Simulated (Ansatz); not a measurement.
# SiC (F-43m):V_C, thermodynamic levels from a 64-atom cell, part 2 of 2

Wanted: the transition levels of a vacancy in SiC (F-43m), from a cell of 64 host atoms with 1 C taken out.

Ansatz; place-levels on r2SCAN runs: charge-transition levels and formation energies with image-charge correction and potential alignment at the atomic sites; PAW set soft_1.

So far: The starting structure; Charge states.

## Step 3: Levels against the band edges, r2SCAN

A charged cell interacts with its images and the background, and its potential has another zero than the host's. place-levels removes the first by a point-charge model, screened by the static dielectric constant since the ions have relaxed around the charge, and the second by comparing potentials at atoms far from the defect.

The host is a run of the defect-free crystal in the same cutoffs, grids and k-points, so that basis and sampling errors cancel in part in the differences. The host is run in a cell of 8 atoms on a matching mesh. Its band edges are searched through the zone by a band path, so the gap is smaller than, or equal to, that on the mesh. Chemical potentials are energies per atom of C (diamond), run with the same functional and cutoff. Carbon is taken as diamond, which semilocal functionals can put about 0.1 eV an atom over graphite.

levels.point.yaml reads:

```yaml
host:
  run: host.point.run
states: [qm2.point.run, qm1_M1.point.run, q0.point.run, qp1_M1.point.run, qp2.point.run, qm1_M3.point.run, qp1_M3.point.run]
geometry_from:
  qm2.point.run: qm2.relax.run
  qm1_M1.point.run: qm1_M1.relax.run
  q0.point.run: q0.relax.run
  qp1_M1.point.run: qp1_M1.relax.run
  qp2.point.run: qp2.relax.run
  qm1_M3.point.run: qm1_M3.relax.run
  qp1_M3.point.run: qp1_M3.relax.run
  host.point.run: host.relax.run
chemical_potentials:
  C:
    energy: -251.553391
    dataset: "<sha256 of the dataset>"
epsilon: 7.06
static_epsilon: 10.43
vertical:
  - { from: qm2.point.run, to: qm2.point_neutral.run }
  - { from: qm1_M1.point.run, to: qm1_M1.point_neutral.run }
  - { from: qp1_M1.point.run, to: qp1_M1.point_neutral.run }
  - { from: qp2.point.run, to: qp2.point_neutral.run }
  - { from: qm1_M3.point.run, to: qm1_M3.point_neutral.run }
  - { from: qp1_M3.point.run, to: qp1_M3.point_neutral.run }
```

Started as:

```console
$ ansatz place-levels levels.point.yaml -- --threads 8 --pin off --max-ram 15073MiB
```

What it wrote:

```text
[... repeated set-up lines and file paths are left out, and long positions are rounded to six places ...]
(+2/+1) 1.384 eV above the valence edge, 0.309 eV under the conduction edge
(+1/0) 1.512 eV above the valence edge, 0.181 eV under the conduction edge
(0/-1) 2.036 eV above the valence edge (+2.334 eV without the band-filling correction), in the conduction band
(-1/-2) 2.281 eV above the valence edge (+2.450 eV without the band-filling correction), in the conduction band
formation energy of charge +2: +2.201 eV with the Fermi level at the valence edge
formation energy of charge +1: +3.585 eV with the Fermi level at the valence edge
formation energy of charge 0: +5.098 eV with the Fermi level at the valence edge
formation energy of charge -1: +7.134 eV with the Fermi level at the valence edge
formation energy of charge -2: +9.415 eV with the Fermi level at the valence edge
vertical -2 to 0: no energy, since no alignment is typed
  the change from vertical[0].from (qm2.point.run) to vertical[0].to (qm2.point_neutral.run): by its potential at epsilon 7.06 it stands at 0.340 0.427 0.338, with an rms radius of about 3.0 Å (1.7 1.7 1.7 Å across the planes of the cell's vectors); [...]
vertical -1 to 0: no energy, since no alignment is typed
  the change from vertical[1].from (qm1_M1.point.run) to vertical[1].to (qm1_M1.point_neutral.run): by its potential at epsilon 7.06 it stands at 0.377 0.402 0.369, with an rms radius of about 2.8 Å (1.7 1.4 1.8 Å across the planes of the cell's vectors); [...]
vertical +1 to 0: no energy, since no alignment is typed
  the change from vertical[2].from (qp1_M1.point.run) to vertical[2].to (qp1_M1.point_neutral.run): by its spins about the atoms it stands at 0.442 0.441 0.442, with an rms radius of about 3.3 Å (1.9 1.9 1.9 Å across the planes of the cell's vectors); [...]
vertical +2 to 0: no energy, since no alignment is typed
  the change from vertical[3].from (qp2.point.run) to vertical[3].to (qp2.point_neutral.run): by its potential at epsilon 7.06 it stands at 0.375 0.376 0.375, with an rms radius of about 3.5 Å (2.0 2.0 2.0 Å across the planes of the cell's vectors); [...]
vertical -1 to 0: no energy, since no alignment is typed
  the change from vertical[4].from (qm1_M3.point.run) to vertical[4].to (qm1_M3.point_neutral.run): by its potential at epsilon 7.06 it stands at 0.381 0.380 0.380, with an rms radius of about 2.7 Å (1.6 1.6 1.6 Å across the planes of the cell's vectors); [...]
vertical +1 to 0: no energy, since no alignment is typed
  the change from vertical[5].from (qp1_M3.point.run) to vertical[5].to (qp1_M3.point_neutral.run): by its potential at epsilon 7.06 it stands at 0.379 0.915 0.945, with an rms radius of about 5.4 Å (3.2 3.4 2.8 Å across the planes of the cell's vectors); [...]
  edges by r2scan, gap 1.693 eV; the host is sampled to repeats of 24.64 Å
  the defect's cells are sampled to repeats of 24.64 Å, like sampling
  charge +2: -28287.5727 eV with its correction of +0.421 eV, at epsilon 10.43, aligned at sites: -0.2390 eV, mean over 35 atomic sites at or beyond 4.36 Å from the host's site at [0.3749, 0.3749, 0.3749] by the defect at [0.3750, 0.3750, 0.3750], with [...]
  charge +1: -28276.7935 eV with its correction of +0.037 eV, at epsilon 10.43, aligned at sites: -0.1882 eV, mean over 35 atomic sites at or beyond 4.36 Å from the host's site at [0.3749, 0.3749, 0.3749] by the defect at [0.3750, 0.3750, 0.3750], with [...]
  charge 0: +0.000 eV for its dipole among its images, +0.000 omitted
  charge -1: -28254.1574 eV with its correction of +0.325 eV, at epsilon 10.43, aligned at sites: -0.1001 eV, mean over 35 atomic sites at or beyond 4.36 Å from the host's site at [0.3749, 0.3749, 0.3749] by the defect at [0.3750, 0.3750, 0.3750], with [...]
  charge -2: -28242.3126 eV with its correction of +1.026 eV, at epsilon 10.43, aligned at sites: -0.0636 eV, mean over 35 atomic sites at or beyond 4.36 Å from the host's site at [0.3749, 0.3749, 0.3749] by the defect at [0.3750, 0.3750, 0.3750], with [...]
  charge +1: states[6] (qp1_M3.point.run) stands 2.080 eV higher, with a moment of 3.00 μB against 1.00
  states[6] (qp1_M3.point.run): levels filled in part (TS 0.006 eV): its energy is of no whole electron's
  charge -1: states[5] (qm1_M3.point.run) stands 0.021 eV higher, with a moment of 3.00 μB against 1.00
  of states[4] (qp2.point.run): it parts from the run at its places by a charge that spreads by about 2 Å along one vector (1.5 Å or more is wide), by its potential at epsilon 7.06, taken for that of held ions (one typed too small widens it), where the cell [...]
  of states[3] (qp1_M1.point.run): it parts from the run at its places by a charge that spreads by about 1.9 Å along one vector (1.5 Å or more is wide), by the spins about the atoms, where the cell does not tell a trapped carrier from a band state. [...]
  of states[1] (qm1_M1.point.run): it parts from the run at its places by a charge that spreads by about 1.8 Å along one vector (1.5 Å or more is wide), by its potential at epsilon 7.06, taken for that of held ions (one typed too small widens it), where the [...]
  of states[0] (qm2.point.run): it parts from the run at its places by a charge that spreads by about 1.7 Å along one vector (1.5 Å or more is wide), by its potential at epsilon 7.06, taken for that of held ions (one typed too small widens it), where the cell [...]
  of states[6] (qp1_M3.point.run): it parts from the run at its places by a charge that spreads by about 3.4 Å along one vector (1.5 Å or more is wide), by its potential at epsilon 7.06, taken for that of held ions (one typed too small widens it), where the [...]
  of states[5] (qm1_M3.point.run): it parts from the run at its places by a charge that spreads by about 1.6 Å along one vector (1.5 Å or more is wide), by its potential at epsilon 7.06, taken for that of held ions (one typed too small widens it), where the [...]
  of vertical[0].from (qm2.point.run): it parts from the run at its places by a charge that spreads by about 1.7 Å along one vector (1.5 Å or more is wide), by its potential at epsilon 7.06, taken for that of held ions (one typed too small widens it), where [...]
  vertical[0].to (qm2.point_neutral.run): levels filled in part (TS 0.004 eV): its energy is of no whole electron's
  of vertical[1].from (qm1_M1.point.run): stability_check_not_made; [...]
  of vertical[2].from (qp1_M1.point.run): stability_check_not_made; [...]
  of vertical[3].from (qp2.point.run): it parts from the run at its places by a charge that spreads by about 2 Å along one vector (1.5 Å or more is wide), by its potential at epsilon 7.06, taken for that of held ions (one typed too small widens it), where the [...]
  of vertical[4].from (qm1_M3.point.run): stability_check_not_made; [...]
  vertical[5].from (qp1_M3.point.run): levels filled in part (TS 0.006 eV): its energy is of no whole electron's
  of vertical[5].from (qp1_M3.point.run): its moments are held at its close (magnetization.spin_locking), by a field of 1.016 eV a Bohr magneton, and its energy and levels are of the state that this holds: a run that lets them go can end lower; [...]
```

Run time: 1.4 s. Hardware: 8 threads of Arm Neoverse N1, shared host.

Levels between the charges placed, in eV above the valence top:

|  | gap (eV) | (+2/+1) | (+1/0) | (0/−1) | (−1/−2) |
| --- | --- | --- | --- | --- | --- |
| r2SCAN | 1.69 | 1.38 | 1.51 | 2.04 | 2.28 |

Corrections by state:

| charge | moment (μB) | image terms and alignment (eV) | band filling (eV) | ε used | over the lowest of its charge, as the program ranks them, band filling apart (eV) |
| --- | --- | --- | --- | --- | --- |
| +2 | 0.0 | 0.421 | - | 10.43 | 0.000 |
| +1 | 1.0 | 0.037 | - | 10.43 | 0.000 |
| 0 | 0.0 | 0.000 | - | - | 0.000 |
| −1 | 1.0 | 0.325 | -0.298 | 10.43 | 0.000 |
| −2 | 0.0 | 1.026 | -0.467 | 10.43 | 0.000 |
| +1 | 3.0 | -0.035 | - | 10.43 | 2.080 |
| −1 | 3.0 | 0.324 | - | 10.43 | 0.021 |

The charged structures listed were also run neutral, and place-levels reads from each pair, by the potential or the spins, how wide the charge is by which they differ; that can be the carrier of either run.

| charge | rms radius (Å) | spread where it is widest against the cell (Å) | wide from (Å) | reading |
| --- | --- | --- | --- | --- |
| +2 | 3.5 | 2.00 | 1.51 | wide |
| +1 | 3.3 | 1.93 | 1.51 | wide |
| −1 | 2.8 | 1.75 | 1.51 | wide |
| −2 | 3.0 | 1.71 | 1.51 | wide |

The neutral runs of these pairs need not share the spin of the lowest neutral state, and very wide values only mean spread over the cell.

From the program's caveats on the states, each cut to its opening words:

- charge +2: it parts from the run at its places by a charge that spreads by about 2 Å along one vector (1.5 Å or more is wide), by its potential at epsilon 7.06, taken for [...]
- charge +1 (1 μB): it parts from the run at its places by a charge that spreads by about 1.9 Å along one vector (1.5 Å or more is wide), by the spins about the atoms, where the [...]
- charge +1 (1 μB): the host's ions (past the first shell or, of a walk that freed a part, those that it held) aren't shown at rest: they stand up to 0.033 Å off their sites, 0.43 [...]
- charge +1 (1 μB), −1 (1 μB), +1 (3 μB), −1 (3 μB): flagged: stability check not made
- charge −1 (1 μB): it parts from the run at its places by a charge that spreads by about 1.8 Å along one vector (1.5 Å or more is wide), by its potential at epsilon 7.06, taken [...]
- charge −1 (1 μB): a band-filling correction moves a carrier to the host's band edge, which changes its energy by -0.298 eV
- charge −1 (1 μB): the host's ions (past the first shell or, of a walk that freed a part, those that it held) aren't shown at rest: they stand up to 0.123 Å off their sites, 0.41 [...]
- charge −2: it parts from the run at its places by a charge that spreads by about 1.7 Å along one vector (1.5 Å or more is wide), by its potential at epsilon 7.06, taken [...]
- charge −2: a band-filling correction moves a carrier to the host's band edge, which changes its energy by -0.467 eV
- charge +1 (3 μB): it parts from the run at its places by a charge that spreads by about 3.4 Å along one vector (1.5 Å or more is wide), by its potential at epsilon 7.06, taken [...]
- charge +1 (3 μB): the host's ions (past the first shell or, of a walk that freed a part, those that it held) aren't shown at rest: they stand up to 0.082 Å off their sites, 0.11 [...]
- charge +1 (3 μB): its moments are held at its close (magnetization.spin_locking), by a field of 1.016 eV a Bohr magneton, and its energy and levels are of the state that this [...]
- charge −1 (3 μB): it parts from the run at its places by a charge that spreads by about 1.6 Å along one vector (1.5 Å or more is wide), by its potential at epsilon 7.06, taken [...]

The host's formation energy from the elements is -0.355 eV per atom; it sets how far the chemical potentials can move.

Limit set by the element alone; other compounds of these elements are not counted. Chemical potentials from the elements' reference states: C 0.00 eV, Si -0.71 eV. Formation energies (C-rich), with the Fermi level at the valence top and at the conduction bottom (gap 1.69 eV):

| charge | at valence top (eV) | at conduction bottom (eV) | correction included (eV) |
| --- | --- | --- | --- |
| +2 | 2.20 | 5.59 | 0.42 |
| +1 | 3.59 | 5.28 | 0.04 |
| 0 | 5.10 | 5.10 | 0.00 |
| −1 | 7.13 | 5.44 | 0.03 |
| −2 | 9.41 | 6.03 | 0.56 |

| Fermi level (eV) | lowest formation energy (eV) |
| --- | --- |
| 0.00 | 2.20 |
| 0.15 | 2.51 |
| 0.31 | 2.82 |
| 0.46 | 3.12 |
| 0.62 | 3.43 |
| 0.77 | 3.74 |
| 0.92 | 4.05 |
| 1.08 | 4.36 |
| 1.23 | 4.66 |
| 1.39 | 4.97 |
| 1.54 | 5.10 |
| 1.69 | 5.10 |

Limit set by the element alone; other compounds of these elements are not counted. Chemical potentials from the elements' reference states: Si 0.00 eV, C -0.71 eV. Formation energies (Si-rich), with the Fermi level at the valence top and at the conduction bottom (gap 1.69 eV):

| charge | at valence top (eV) | at conduction bottom (eV) | correction included (eV) |
| --- | --- | --- | --- |
| +2 | 1.49 | 4.88 | 0.42 |
| +1 | 2.88 | 4.57 | 0.04 |
| 0 | 4.39 | 4.39 | 0.00 |
| −1 | 6.42 | 4.73 | 0.03 |
| −2 | 8.70 | 5.32 | 0.56 |

Fermi level (eV), lowest formation energy (eV) and a bar from the least value:
```
     0.00       1.49 
     0.15       1.80 ###
     0.31       2.11 ######
     0.46       2.41 ##########
     0.62       2.72 #############
     0.77       3.03 ################
     0.92       3.34 ###################
     1.08       3.65 ######################
     1.23       3.95 ##########################
     1.39       4.26 #############################
     1.54       4.39 ##############################
     1.69       4.39 ##############################
```

## Step 4: Effect of the sampling

The relaxations' own energies give the levels at their sampling, for comparison.

levels.relax_mesh.yaml reads:

```yaml
host:
  run: host.relax.run
states: [qm2.relax.run, qm1_M1.relax.run, q0.relax.run, qp1_M1.relax.run, qp2.relax.run, qm1_M3.relax.run, qp1_M3.relax.run]
chemical_potentials:
  C:
    energy: -251.553391
    dataset: "<sha256 of the dataset>"
```

Started as:

```console
$ ansatz place-levels levels.relax_mesh.yaml -- --threads 8 --pin off --max-ram 15073MiB
```

What it wrote:

```text
(+2/+1) 1.158 eV above the valence edge, 0.526 eV under the conduction edge
(+1/0) 1.686 eV above the valence edge, in the conduction band
[...]
formation energy of charge +2: +2.213 eV with the Fermi level at the valence edge
formation energy of charge +1: +3.371 eV with the Fermi level at the valence edge
formation energy of charge 0: +5.057 eV with the Fermi level at the valence edge
formation energy of charge -1: +7.146 eV with the Fermi level at the valence edge
formation energy of charge -2: +9.364 eV with the Fermi level at the valence edge
  edges by r2scan, gap 1.684 eV; the host is sampled to repeats of 12.32 Å
[... the lines on each state left out ...]
```

Elapsed: 0.38 s, on 8 threads.

Levels between neighbouring charges, in eV above the valence top:

|  | gap (eV) | (+2/+1) | (+1/0) | (0/−1) | (−1/−2) |
| --- | --- | --- | --- | --- | --- |
| one point at (¼, ¼, ¼) | 1.68 | 1.16 | 1.69 | 2.09 | 2.22 |
| a 2×2×2 shifted mesh | 1.69 | 1.38 | 1.51 | 2.04 | 2.28 |

Going from one point at (¼, ¼, ¼) to a 2×2×2 shifted mesh moves the levels that carry no band-filling term by up to 0.23 eV and formation energies against the elements by up to 0.21 eV; band-filling terms, which differ between samplings, are in these energies.

## Step 5: Summary of results

```json
{
  "gap of the host": "1.69 eV (r2SCAN)",
  "level (plus 2/plus 1)": "1.38 eV above the valence top",
  "level (plus 1/0)": "1.51 eV above the valence top",
  "level (0/minus 1)": "2.04 eV above the valence top, past the conduction bottom (2.33 eV above the valence top without the band-filling term)",
  "level (minus 1/minus 2)": "2.28 eV above the valence top, past the conduction bottom (2.45 eV above the valence top without the band-filling term)",
  "lowest of the charges placed, just above the valence top (0.02 eV)": "+2",
  "lowest of the charges placed, just below the conduction bottom (0.02 eV)": "0",
  "lowest formation energy at mid-gap of the charges run, C-rich": "3.89 eV",
  "lowest formation energy at mid-gap of the charges run, Si-rich": "3.18 eV"
}
```

What this shows: Of the charges placed (−2, −1, 0, +1 and +2), the lowest changes at 1.38 eV (+2/+1) and 1.51 eV (+1/0) above the valence top, in a gap of 1.69 eV. (+2/+1) lies nearer to a band edge than the share of the finite-size correction in it (0.38 eV), and that correction holds for a localised charge alone. Charges above +2 were not placed, so these runs say nothing of levels that involve them. States placed: +2 at 0 μB; +1 at 1 μB and 3 μB; 0 at 0 μB; −1 at 1 μB and 3 μB; −2 at 0 μB. Other spin states or structures, where not listed, weren't placed. The program finds carriers beyond a band edge of the host and adds a band-filling term at charge −2 (-0.47 eV) and −1 (-0.30 eV); steps to such a charge show no bound level, and a defect level inside a band would be read the same way. Going from one point at (¼, ¼, ¼) to a 2×2×2 shifted mesh moves the levels that carry no band-filling term by up to 0.23 eV and formation energies against the elements by up to 0.21 eV; band-filling terms, which differ between samplings, are in these energies. Keep in mind: the images are only 8.7 Å apart; r2SCAN makes the gap too small and tends to spread out bound carriers; force components of up to 0.29 eV/Å remain in a run at the final settings.

Comparison with the measured values:

```
                             quantity  measured           r2SCAN
band gap (least gap of the host) (eV)       2.4  1.69 (-0.71 eV)
```

Measured values from pmc:7200658 (2020).

How well it matches: The band gap is off by -0.71 eV: a clear miss. Local and semilocal functionals usually give gaps below the measured ones. Zero-point and thermal motion shift the measured gap.

[Logs are printed without paths, hosts, clocks, repeated set-up lines and the standing remarks that a program may print on its own settings, such as how far it seeks lower states.]

[Hosts, paths, dates, database ids (printed as entryN), source tags and the programs' standing remarks are cut or masked in the printed files.]

[Where a table of states has a column of steps, it counts the stored structures, which are thinned; the runs took as many ionic steps or more.]

[A defect's name tells the site on which it was built; relaxed atoms can leave that site.]

[For some hosts the program warned that the k-mesh of the response run may be too coarse for force constants and the static dielectric constant; such warnings are not shown here.]
